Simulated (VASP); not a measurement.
# ZnS (F-43m) in VASP: notebook

The runs below take ZnS through band structure, with PBEsol, r2SCAN.

All numbers are computed with VASP 6.6.1; they aren't measurements. Logs are shortened: lines on timing, memory, paths and dates and some standing lists are left out, and cuts for length are marked.

**The experiment to reproduce.**

“Electronic, vibrational, and thermodynamic properties of ZnS (zincblende and rocksalt structure)”, 2009, arxiv:0911.5022 quotes, for a bulk crystal of ZnS at 19 K: band gap 3.85 eV (direct).

How close the calculation comes is told below.

### 1 Starting point

Symmetry: F-43m, No. 216, cubic system. The conventional cell has a = 5.361 Å, b = 5.361 Å, c = 5.361 Å, α = 90.00°, β = 90.00°, γ = 90.00°. Zn (site symmetry -43m) is surrounded by 4 S at 2.32 Å. Around S (site symmetry -43m) lie 4 Zn at 2.32 Å.

The cell is a database's computed one.

### 2 Band structure, PBEsol

File POSCAR:

```
ZnS
1.0
    0.0000000000      2.6804000000      2.6804000000
    2.6804000000      0.0000000000      2.6804000000
    2.6804000000      2.6804000000      0.0000000000
Zn S
1 1
Direct
    0.0000000000      0.0000000000      0.0000000000
    0.7500000000      0.7500000000      0.7500000000
```

File INCAR.step1:

```
SYSTEM = ZnS
  PREC = Accurate
  ENCUT = 520
  EDIFF = 1E-6
  ISMEAR = 0
  SIGMA = 0.02
  LREAL = .False.
  LASPH = .True.
  NELM = 80
  ALGO = Normal
  ISIF = 2
  LWAVE = .False.
  LCHARG = .True.
  GGA = PS
```

File KPOINTS.step1:

```
Automatic mesh
0
Gamma
  10 10 10
  0 0 0
```

File INCAR.step2:

```
SYSTEM = ZnS
  PREC = Accurate
  ENCUT = 520
  EDIFF = 1E-6
  ISMEAR = 0
  SIGMA = 0.05
  LREAL = .False.
  LASPH = .True.
  NELM = 80
  ALGO = Normal
  ISIF = 2
  LWAVE = .False.
  LCHARG = .False.
  GGA = PS
  ICHARG = 11
```

File KPOINTS.step2:

```
path GXWKGLUWLK,UX
10
line-mode
reciprocal
 0.0000000000  0.0000000000  0.0000000000  G
 0.5000000000  0.0000000000  0.5000000000  X

 0.5000000000  0.0000000000  0.5000000000  X
 0.5000000000  0.2500000000  0.7500000000  W

 0.5000000000  0.2500000000  0.7500000000  W
 0.3750000000  0.3750000000  0.7500000000  K

 0.3750000000  0.3750000000  0.7500000000  K
 0.0000000000  0.0000000000  0.0000000000  G

 0.0000000000  0.0000000000  0.0000000000  G
 0.5000000000  0.5000000000  0.5000000000  L

 0.5000000000  0.5000000000  0.5000000000  L
 0.6250000000  0.2500000000  0.6250000000  U

 0.6250000000  0.2500000000  0.6250000000  U
 0.5000000000  0.2500000000  0.7500000000  W

 0.5000000000  0.2500000000  0.7500000000  W
 0.5000000000  0.5000000000  0.5000000000  L

 0.5000000000  0.5000000000  0.5000000000  L
 0.3750000000  0.3750000000  0.7500000000  K

 0.6250000000  0.2500000000  0.6250000000  U
 0.5000000000  0.0000000000  0.5000000000  X
```

Potentials or basis: VASP PAW PBE potentials, release 64 (Zn, S).

Started as:

```bash
$ cat potpaw_PBE.64/Zn/POTCAR potpaw_PBE.64/S/POTCAR > POTCAR
$ cp INCAR.step1 INCAR
$ cp KPOINTS.step1 KPOINTS
$ mpirun -np 1 vasp_std > vasp.out
$ cp INCAR.step2 INCAR
$ cp KPOINTS.step2 KPOINTS
$ mpirun -np 1 vasp_std > vasp.out
```

OUTCAR:

```text
SYSTEM = ZnS
   PREC = Accurate
   ENCUT = 520
   EDIFF = 1E-6
   ISMEAR = 0
   LREAL = .False.
   LASPH = .True.
   NELM = 80
   ISIF = 2
   GGA = PS
   ICHARG = 11

 ion  position               nearest neighbor table
   1  0.000  0.000  0.000-   2 2.32   2 2.32   2 2.32   2 2.32
   2  0.750  0.750  0.750-   1 2.32   1 2.32   1 2.32   1 2.32

  LATTYP: Found a face centered cubic cell.
 ALAT       =     5.3608000000

  Lattice vectors:

 A1 = (   0.0000000000,   2.6804000000,   2.6804000000)
 A2 = (   2.6804000000,   0.0000000000,   2.6804000000)
 A3 = (   2.6804000000,   2.6804000000,   0.0000000000)

Analysis of symmetry for initial positions (statically):
=====================================================================
 Subroutine PRICEL returns:
 Original cell was already a primitive cell.

 Routine SETGRP: Setting up the symmetry group for a
 face centered cubic supercell.

 Subroutine GETGRP returns: Found 24 space group operations
 (whereof 24 operations were pure point group operations)
 out of a pool of 48 trial point group operations.

The static configuration has the point symmetry T_d .

Analysis of symmetry for dynamics (positions and initial velocities):
=====================================================================
 Subroutine PRICEL returns:
 Original cell was already a primitive cell.

 Routine SETGRP: Setting up the symmetry group for a
 face centered cubic supercell.

 Subroutine GETGRP returns: Found 24 space group operations
 (whereof 24 operations were pure point group operations)
 out of a pool of 48 trial point group operations.

The dynamic configuration has the point symmetry T_d .

 Subroutine INISYM returns: Found 24 space group operations
 (whereof 24 operations are pure point group operations),
 and found     1 'primitive' translations

----------------------------------------------------------------------------------------

                                     Primitive cell

  volume of cell :      38.5149

  direct lattice vectors                    reciprocal lattice vectors
     0.000000000  2.680400000  2.680400000    -0.186539322  0.186539322  0.186539322
     2.680400000  0.000000000  2.680400000     0.186539322 -0.186539322  0.186539322
     2.680400000  2.680400000  0.000000000     0.186539322  0.186539322 -0.186539322

  length of vectors
     3.790658033  3.790658033  3.790658033     0.323095584  0.323095584  0.323095584

  position of ions in fractional coordinates (direct lattice)
     0.000000000  0.000000000  0.000000000
     0.750000000  0.750000000  0.750000000

[... 75 lines left out ...]
   NFREE  =      0    steps in history (QN), initial steepest desc. (CG)
   ISIF   =      2    stress and relaxation
   ISYM   =      2    0-nonsym 1-usesym 2-fastsym
   POTIM  = 0.5000    time-step for ionic-motion
   TEBEG  =    0.0;   TEEND  =   0.0 temperature during run
   PSTRESS=    0.0 pullay stress
   NELECT =      18.0000    total number of electrons
   NUPDOWN=      -1.0000    fix difference up-down
   EMIN   =  10.00;   EMAX   =-10.00  energy-range for DOS
   EFERMI =   0.00;   METHOD = LEGACY
   ISMEAR =     0;   SIGMA  =   0.05  broadening in eV -4-tet -1-fermi 0-gaus
   EFERMI_NEDOS =   21; number of points for ismear=-14 and -15
   IALGO  =     38    algorithm
   IMIX   =      4    mixing-type and parameters
     AMIX     =   0.40;   BMIX     =  1.00
     AMIX_MAG =   1.60;   BMIX_MAG =  1.00
  volume/ion in A,a.u.               =      19.26       129.96
  Fermi-wavevector in a.u.,A,eV,Ry     =   1.270446  2.400794 21.960237  1.614032
  Thomas-Fermi vector in A             =   2.403432
   LORBIT       =      0    0 simple, 1 ext, 2 COOP (PROOUT), +10 PAW based schemes
   GGA     = PS    functional components
   LHFCALC =     F    Hartree Fock is set to
   AEXX    =    0.0000 exact exchange contribution
   IVDW    =     0    specifies the selected vdW correction
   LEPSILON=     F    determine dielectric tensor
   LRPA    =     F    only Hartree local field effects (RPA)
 non-spin polarized calculation
 Gauss-broadening in eV      SIGMA  =   0.05
  energy-cutoff  :      520.00
  volume of cell :       38.51
 maximum number of plane-waves:      1056

 number of electron      18.0000014 magnetization

 Free energy of the ion-electron system (eV)
  ---------------------------------------------------
  ext. energy  EPLUGINS =         0.00000000
  ---------------------------------------------------
  free energy    TOTEN  =        -7.87045042 eV

  energy without entropy =       -7.87045042  energy(sigma->0) =       -7.87045042

 E-fermi :   2.5352     XC(G=0):  -9.9632

 val. band max:        2.2407770062   @ k =   0.0000   0.0000   0.0000
 cond. band min:       4.3231826955   @ k =   0.0000   0.0000   0.0000
 fundamental gap:      2.0824056893
 Fermi energy:         2.5351763148

 k-point     1 :       0.0000    0.0000    0.0000
  band No.  band energies     occupation
      1     -11.0860      2.00000
      2      -4.2316      2.00000
      3      -4.2316      2.00000
      4      -4.2316      2.00000
      5      -3.7014      2.00000
      6      -3.7014      2.00000
      7       2.2408      2.00000
      8       2.2408      2.00000
      9       2.2408      2.00000
     10       4.3232      0.00000
     11       8.5311      0.00000
     12       8.5311      0.00000
     13       8.5311      0.00000
[... 354 lines left out ...]
  band No.  band energies     occupation
      1      -9.7635      2.00000
      2      -4.1172      2.00000
      3      -3.9391      2.00000
      4      -3.7914      2.00000
      5      -3.7141      2.00000
      6      -3.2963      2.00000
      7      -2.5178      2.00000
      8      -0.8635      2.00000
      9      -0.2861      2.00000
     10       7.3420      0.00000
     11       8.2476      0.00000
     12      10.3179      0.00000
     13      10.8281      0.00000

 [... further k-points ...]
[... 5 lines left out ...]
  --------------------------------------------------------------------------------------
  -------------------------------------------------------------------------------------
  Total       -1.1568034     -1.1568034     -1.1568034      0.0000000     -0.0000000      0.0000000
  in kB      -48.1217401    -48.1217401    -48.1217401      0.0000000     -0.0000000      0.0000000
  external PRESSURE =     -48.1217401 kB  Pullay stress =       0.0000000 kB

 VOLUME and BASIS-vectors are now :
 -----------------------------------------------------------------------------
  energy-cutoff  :      520.00
  volume of cell :       38.51
      direct lattice vectors                 reciprocal lattice vectors
     0.000000000  2.680400000  2.680400000    -0.186539322  0.186539322  0.186539322
     2.680400000  0.000000000  2.680400000     0.186539322 -0.186539322  0.186539322
     2.680400000  2.680400000  0.000000000     0.186539322  0.186539322 -0.186539322

 POSITION                                       TOTAL-FORCE (eV/Angst)
 -----------------------------------------------------------------------------------
      0.00000      0.00000      0.00000        -0.000000     -0.000000     -0.000000
      4.02060      4.02060      4.02060         0.000000      0.000000      0.000000
 -----------------------------------------------------------------------------------
    total drift:                               -0.000002     -0.000002     -0.000002

  FREE ENERGIE OF THE ION-ELECTRON SYSTEM (eV)
  ---------------------------------------------------
  free  energy   TOTEN  =        -7.8704504171 eV

  energy  without entropy=       -7.8704504171  energy(sigma->0) =       -7.87045042
```

OUTCAR.step1:

```text
SYSTEM = ZnS
   PREC = Accurate
   ENCUT = 520
   EDIFF = 1E-6
   ISMEAR = 0
   LREAL = .False.
   LASPH = .True.
[... 606 lines left out ...]
      0.00000      0.00000      0.00000         0.000000      0.000000      0.000000
      4.02060      4.02060      4.02060        -0.000000     -0.000000     -0.000000
 -----------------------------------------------------------------------------------
    total drift:                               -0.000002     -0.000002     -0.000002

  FREE ENERGIE OF THE ION-ELECTRON SYSTEM (eV)
  ---------------------------------------------------
  free  energy   TOTEN  =        -7.5890039872 eV

  energy  without entropy=       -7.5890039872  energy(sigma->0) =       -7.58900399
```

OSZICAR.step1:

```text
N       E                     dE             d eps       ncg     rms          rms(c)
DAV:   1     0.878314428280E+02    0.87831E+02   -0.92488E+03  1222   0.168E+03
DAV:   2    -0.192382254056E+01   -0.89755E+02   -0.85699E+02  1312   0.286E+02
DAV:   3    -0.792019614848E+01   -0.59964E+01   -0.59685E+01  1542   0.753E+01
DAV:   4    -0.799551103679E+01   -0.75315E-01   -0.75288E-01  1372   0.881E+00
DAV:   5    -0.799665854457E+01   -0.11475E-02   -0.11475E-02  1487   0.110E+00    0.699E+00
DAV:   6    -0.760667237278E+01    0.38999E+00   -0.10271E+00  1660   0.403E+01    0.546E+00
DAV:   7    -0.759224994906E+01    0.14422E-01   -0.35407E-01  1272   0.618E+00    0.261E+00
DAV:   8    -0.758917619793E+01    0.30738E-02   -0.56720E-03  1452   0.722E-01    0.720E-01
DAV:   9    -0.758892275609E+01    0.25344E-03   -0.81735E-04  1467   0.401E-01    0.117E-01
DAV:  10    -0.758900744755E+01   -0.84691E-04   -0.20753E-04  1453   0.223E-01    0.784E-02
DAV:  11    -0.758900417998E+01    0.32676E-05   -0.58542E-05  1512   0.182E-01    0.978E-03
DAV:  12    -0.758900398717E+01    0.19281E-06   -0.22859E-06  1154   0.267E-02
   1 F= -.75890040E+01 E0= -.75890040E+01  d E =-.652728E-17
```

Wall time 45 s (1 thread of Intel Xeon Platinum 8375C at 2.90GHz (Ice Lake), shared host); peak memory 0.18 GiB.

What came out:

```
Band gap on the k mesh  : 2.08 eV, direct
Band gap along the path : 2.08 eV, direct
```

Levels at the corners of the path, in eV from the valence-band top:
| point | band 7 | band 8 | band 9 | band 10 | band 11 | band 12 |
| --- | --- | --- | --- | --- | --- | --- |
| Γ | 0.00 | 0.00 | 0.00 | 2.08 | 6.29 | 6.29 |
| X | -4.70 | -2.34 | -2.34 | 3.18 | 3.96 | 11.00 |
| X | -4.70 | -2.34 | -2.34 | 3.18 | 3.96 | 11.00 |
| W | -4.75 | -2.92 | -2.85 | 5.56 | 6.10 | 7.81 |
| W | -4.75 | -2.92 | -2.85 | 5.56 | 6.10 | 7.81 |
| K | -4.79 | -3.28 | -1.90 | 3.97 | 5.94 | 9.34 |
| K | -4.79 | -3.28 | -1.90 | 3.97 | 5.94 | 9.34 |
| Γ | 0.00 | 0.00 | 0.00 | 2.08 | 6.29 | 6.29 |
| Γ | 0.00 | 0.00 | 0.00 | 2.08 | 6.29 | 6.29 |
| L | -5.52 | -0.91 | -0.91 | 3.24 | 6.82 | 6.82 |
| L | -5.52 | -0.91 | -0.91 | 3.24 | 6.82 | 6.82 |
| U | -4.79 | -3.28 | -1.90 | 3.97 | 5.94 | 9.34 |
| U | -4.79 | -3.28 | -1.90 | 3.97 | 5.94 | 9.34 |
| W | -4.75 | -2.92 | -2.85 | 5.56 | 6.10 | 7.81 |
| W | -4.75 | -2.92 | -2.85 | 5.56 | 6.10 | 7.81 |
| L | -5.52 | -0.91 | -0.91 | 3.24 | 6.82 | 6.82 |
| L | -5.52 | -0.91 | -0.91 | 3.24 | 6.82 | 6.82 |
| K | -4.79 | -3.28 | -1.90 | 3.97 | 5.94 | 9.34 |
| U | -4.79 | -3.28 | -1.90 | 3.97 | 5.94 | 9.34 |
| X | -4.70 | -2.34 | -2.34 | 3.18 | 3.96 | 11.00 |

Caveat: the log is that of the step along the path at fixed density, whose energy, stress, charges and moments have no meaning; the PAW data sets were made with another functional, which shifts forces and pressure a little.

### 3 Band structure, r2SCAN

File INCAR:

```
SYSTEM = ZnS
  PREC = Accurate
  ENCUT = 520
  EDIFF = 1E-6
  ISMEAR = 0
  SIGMA = 0.02
  LREAL = .False.
  LASPH = .True.
  NELM = 80
  ALGO = Normal
  ISIF = 2
  LWAVE = .False.
  LCHARG = .False.
  METAGGA = R2SCAN
  LMIXTAU = .True.
```

File KPOINTS:

```
Automatic mesh
0
Gamma
  10 10 10
  0 0 0
```

POSCAR is that of step 2.

File KPOINTS_OPT:

```
path GXWKGLUWLK,UX
10
line-mode
reciprocal
 0.0000000000  0.0000000000  0.0000000000  G
 0.5000000000  0.0000000000  0.5000000000  X

 0.5000000000  0.0000000000  0.5000000000  X
 0.5000000000  0.2500000000  0.7500000000  W

 0.5000000000  0.2500000000  0.7500000000  W
 0.3750000000  0.3750000000  0.7500000000  K

 0.3750000000  0.3750000000  0.7500000000  K
 0.0000000000  0.0000000000  0.0000000000  G

 0.0000000000  0.0000000000  0.0000000000  G
 0.5000000000  0.5000000000  0.5000000000  L

 0.5000000000  0.5000000000  0.5000000000  L
 0.6250000000  0.2500000000  0.6250000000  U

 0.6250000000  0.2500000000  0.6250000000  U
 0.5000000000  0.2500000000  0.7500000000  W

 0.5000000000  0.2500000000  0.7500000000  W
 0.5000000000  0.5000000000  0.5000000000  L

 0.5000000000  0.5000000000  0.5000000000  L
 0.3750000000  0.3750000000  0.7500000000  K

 0.6250000000  0.2500000000  0.6250000000  U
 0.5000000000  0.0000000000  0.5000000000  X
```

Potentials or basis: VASP PAW PBE potentials, release 64 (Zn, S).

Started as:

```bash
$ cat potpaw_PBE.64/Zn/POTCAR potpaw_PBE.64/S/POTCAR > POTCAR
$ mpirun -np 1 vasp_std > vasp.out
```

Wall time 2 min (1 thread of Intel Xeon Platinum 8375C at 2.90GHz (Ice Lake), shared host); peak memory 0.19 GiB.

Results (log left out):

```yaml
Free_energy: -18.8641 eV
Pressure: 1.1 GPa
Band_gap_on_the_k_mesh: 2.79 eV, direct
Band_gap_along_the_path: 2.79 eV, direct
```

Levels at the corners of the path, in eV from the valence-band top:
| point | band 7 | band 8 | band 9 | band 10 | band 11 | band 12 |
| --- | --- | --- | --- | --- | --- | --- |
| Γ | 0.00 | 0.00 | 0.00 | 2.79 | 6.88 | 6.88 |
| X | -4.71 | -2.37 | -2.37 | 3.67 | 4.48 | 11.95 |
| X | -4.71 | -2.37 | -2.37 | 3.67 | 4.48 | 11.95 |
| W | -4.76 | -2.93 | -2.88 | 6.04 | 6.71 | 8.53 |
| W | -4.76 | -2.93 | -2.88 | 6.04 | 6.71 | 8.53 |
| K | -4.80 | -3.30 | -1.93 | 4.48 | 6.50 | 10.05 |
| K | -4.80 | -3.30 | -1.93 | 4.48 | 6.50 | 10.05 |
| Γ | 0.00 | 0.00 | 0.00 | 2.79 | 6.88 | 6.88 |
| Γ | 0.00 | 0.00 | 0.00 | 2.79 | 6.88 | 6.88 |
| L | -5.56 | -0.92 | -0.92 | 3.86 | 7.38 | 7.38 |
| L | -5.56 | -0.92 | -0.92 | 3.86 | 7.38 | 7.38 |
| U | -4.80 | -3.30 | -1.93 | 4.48 | 6.50 | 10.05 |
| U | -4.80 | -3.30 | -1.93 | 4.48 | 6.50 | 10.05 |
| W | -4.76 | -2.93 | -2.88 | 6.04 | 6.71 | 8.53 |
| W | -4.76 | -2.93 | -2.88 | 6.04 | 6.71 | 8.53 |
| L | -5.56 | -0.92 | -0.92 | 3.86 | 7.38 | 7.38 |
| L | -5.56 | -0.92 | -0.92 | 3.86 | 7.38 | 7.38 |
| K | -4.80 | -3.30 | -1.93 | 4.48 | 6.50 | 10.05 |
| U | -4.80 | -3.30 | -1.93 | 4.48 | 6.50 | 10.05 |
| X | -4.71 | -2.37 | -2.37 | 3.67 | 4.48 | 11.95 |

Caveat: the PAW data sets were made with another functional, which shifts forces and pressure a little.

### 4 Against experiment

Step 2. A measured gap of ZnS is 3.85 eV (direct; 19 K; quoted in “Electronic, vibrational, and thermodynamic properties of ZnS (zincblende and rocksalt structure)”, 2009, arxiv:0911.5022); the calculated 2.08 eV misses it by -1.77 eV. The value is that of PBEsol, without temperature or zero-point motion. Semilocal functionals fall short of measured gaps as a rule. The cell is a database's relaxed one, not the measured one, which moves gaps too.

Step 3. Measured gap of ZnS: 3.85 eV (direct; 19 K; quoted in “Electronic, vibrational, and thermodynamic properties of ZnS (zincblende and rocksalt structure)”, 2009, arxiv:0911.5022). This calculation gives 2.79 eV (-1.06 eV). The value is that of r2SCAN, without temperature or zero-point motion. The cell is a database's relaxed one, not the measured one, which moves gaps too.
